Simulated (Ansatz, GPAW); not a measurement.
Given: the input of a run of GPAW 26.7.0 (ASE script) on TiO. The cell comes from a database or a generator and needn't be the stable form of this composition.

run.py

```python
from ase import Atoms
from ase.dft.bandgap import bandgap
from ase.io import write
from ase.units import Bohr, GPa
from gpaw import GPAW, PW, setup_paths
from gpaw.elf import elf_from_dft_calculation

setup_paths.insert(0, '.')

atoms = Atoms(['Ti', 'Ti', 'Ti', 'O', 'O', 'O'],
              cell=[[4.989087772, 0.0, 0.0],
                    [-2.494543886, 4.3206767523, 0.0],
                    [0.0, 0.0, 2.87331344]],
              scaled_positions=[[0.0, 0.0, 0.0],
                                [0.3333333333, 0.6666666667, 0.5],
                                [0.6666666667, 0.3333333333, 0.5],
                                [0.0, 0.39444076, 0.0],
                                [0.39444076, 0.0, 0.0],
                                [0.60555924, 0.60555924, 0.0]],
              pbc=True)

calc = GPAW(mode=PW(800),
            xc='PBEsol',
            kpts={'size': (6, 6, 9), 'gamma': True},
            occupations={'name': 'fermi-dirac', 'width': 0.05},
            nbands=49,
            convergence={'density': 1e-05, 'energy': 1e-05},
            maxiter=150,
            txt='gpaw.txt')
atoms.calc = calc
energy = atoms.get_potential_energy()
forces = atoms.get_forces()
stress = atoms.get_stress()
calc.write('gs.gpw')
write('result.traj', atoms)
print(f'Energy: {energy:.6f} eV')
print('Forces (eV/A):')
print(forces.round(4))
print('Stress (GPa):', (stress / GPa).round(3))
print('Fermi level:', round(calc.get_fermi_level(), 4), 'eV')
print(f'Gap: {bandgap(calc)[0]:.4f} eV, direct: {bandgap(calc, direct=True)[0]:.4f} eV')

# fields on the real-space grid
write('density.cube', atoms, data=calc.get_pseudo_density() * Bohr**3)
write('potential.cube', atoms, data=calc.get_electrostatic_potential())
write('elf.cube', atoms, data=elf_from_dft_calculation(calc).data)
```

Potentials or basis: PAW data sets generated in the run's folder for this functional, pw.

Command:

```sh
$ gpaw-setup -f PBEsol O Ti
$ OMP_NUM_THREADS=1 python run.py
```

What does the same run look like in Ansatz 0.2.0? Potentials or basis there: Ansatz PAW, cutoff 420 eV.

As run (cutoffs and basis follow the program's own potentials, and thresholds, step limits or extra output files can differ):

The input input.yaml:

```yaml
crystal:
  lattice:
    - [4.989087772, 0.0, 0.0]
    - [-2.494543886, 4.3206767523, 0.0]
    - [0.0, 0.0, 2.87331344]
  atoms:
    - { symbol: Ti, position: [0.0, 0.0, 0.0] }
    - { symbol: Ti, position: [0.3333333333, 0.6666666667, 0.5] }
    - { symbol: Ti, position: [0.6666666667, 0.3333333333, 0.5] }
    - { symbol: O, position: [0.0, 0.39444076, 0.0] }
    - { symbol: O, position: [0.39444076, 0.0, 0.0] }
    - { symbol: O, position: [0.60555924, 0.60555924, 0.0] }
hamiltonian:
  xc: pbesol
  pseudopotentials: { kind: paw }
kpoints:
  mp_grid: { grid: [6, 6, 9] }
scf:
  occupations: { method: fermi_dirac, width: 0.05 }
output:
  forces: true
  stress: true
  eigenvalues: true
```

Potentials or basis: Ansatz PAW.

Run with:

```bash
$ ansatz run input.yaml --threads 1 --pin off --max-ram 3584MiB --backend cpu --events-out ev --progress --plain --runs-dir out
```

Both were run:

|  | GPAW | Ansatz |
| --- | --- | --- |
| Pressure | -4.5 GPa | -5.8 GPa |

Ansatz's pressure holds a Pulay term of +0.63 GPa for its cutoff of 420 eV, which the other run lacks.

Ansatz's potentials were made for PBE.

Where Ansatz's input types no cutoff or centring, it takes its own default and a Γ-centred mesh.

Pressure is positive in compression.
